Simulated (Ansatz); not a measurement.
Band structure of Hf

```xyz
2
Lattice="3.1967 0.0000 0.0000 -1.5983 2.7684 0.0000 0.0000 0.0000 5.0578" Properties=species:S:1:pos:R:3 pbc="T T T"
Hf    0.0000    1.8456    1.2645
Hf    1.5983    0.9228    3.7934
```

Atom numbers follow the list: Hf1, Hf2.

The cell is COD entry 9008501, as deposited and not checked against the literature; nothing was relaxed.

No spin–orbit coupling, which matters for the heavy atoms here.

Method: Ansatz 0.2.0, DFT, PBE, all-electron LAPW, scalar-relativistic.

The runs use a Γ-centred 13×13×7 k mesh, Fermi–Dirac smearing of 0.05 eV, basis error target 0.5 meV/atom, no spin polarisation.

Points in fractions of the reciprocal vectors of this cell: Γ (0, 0, 0), M (0.5, 0, 0), K (0.333, 0.333, 0), A (0, 0, 0.5), L (0.5, 0, 0.5), H (0.333, 0.333, 0.5). The path joins them by straight lines in the order Γ–M–K–Γ–A–L–H–A–L; legs that retrace an earlier one aren't tabulated. Energies are in eV from the Fermi level.

Q: Metal or insulator at this level of theory?

A: No gap opens: metallic or semimetallic.

Q: Tabulate bands 34 to 39, counted from the lowest band of the run, along the path.

A: 
```tsv
k (1/Å)	point	band 34	band 35	band 36	band 37	band 38	band 39
0.00	Γ	-3.71	0.63	1.17	1.17	1.45	1.99
0.28		-3.26	0.06	0.33	1.51	1.62	2.10
0.57		-2.36	-1.05	-0.54	0.80	1.48	1.52
0.85		-2.42	-1.92	-0.76	0.98	1.03	1.19
1.13	M	-2.76	-2.23	-0.81	0.78	0.86	1.67
1.30		-2.59	-2.21	-0.90	0.68	0.82	1.70
1.46		-2.17	-2.17	-1.13	0.47	0.71	1.80
1.63		-2.14	-1.71	-1.42	0.32	0.54	1.94
1.79	K	-1.81	-1.81	-1.45	0.37	0.37	2.04
2.12		-1.99	-1.56	-1.41	0.28	0.96	1.32
2.45		-1.88	-1.29	-1.00	0.69	0.81	1.72
2.77		-3.12	-0.10	0.15	1.40	1.78	1.89
3.10	Γ	-3.71	0.63	1.17	1.17	1.45	1.99
3.26		-3.79	0.43	1.09	1.09	1.32	1.87
3.41		-4.08	0.08	0.97	0.97	0.99	1.59
3.57		-4.64	-0.05	0.55	0.95	0.95	1.29
3.72	A	-5.40	0.15	0.15	1.06	1.06	1.06
4.01		-5.00	-0.18	-0.18	0.88	0.88	1.39
4.29		-4.09	-0.68	-0.68	0.54	0.54	2.14
4.57		-3.50	-0.91	-0.91	0.77	0.77	2.59
4.86	L	-3.41	-0.99	-0.99	1.17	1.17	2.65
5.02		-3.26	-0.91	-0.91	0.77	0.77	2.74
5.18		-2.85	-0.72	-0.72	0.04	0.04	2.66
5.35		-2.27	-0.95	-0.95	-0.26	-0.26	2.52
5.51	H	-1.76	-1.47	-1.47	-0.21	-0.21	2.52
5.84		-2.68	-0.80	-0.80	-0.12	-0.12	2.20
6.17		-3.71	-0.74	-0.74	0.27	0.27	2.22
6.49		-4.87	-0.26	-0.26	0.81	0.81	1.50
6.82	A	-5.40	0.15	0.15	1.06	1.06	1.06
```
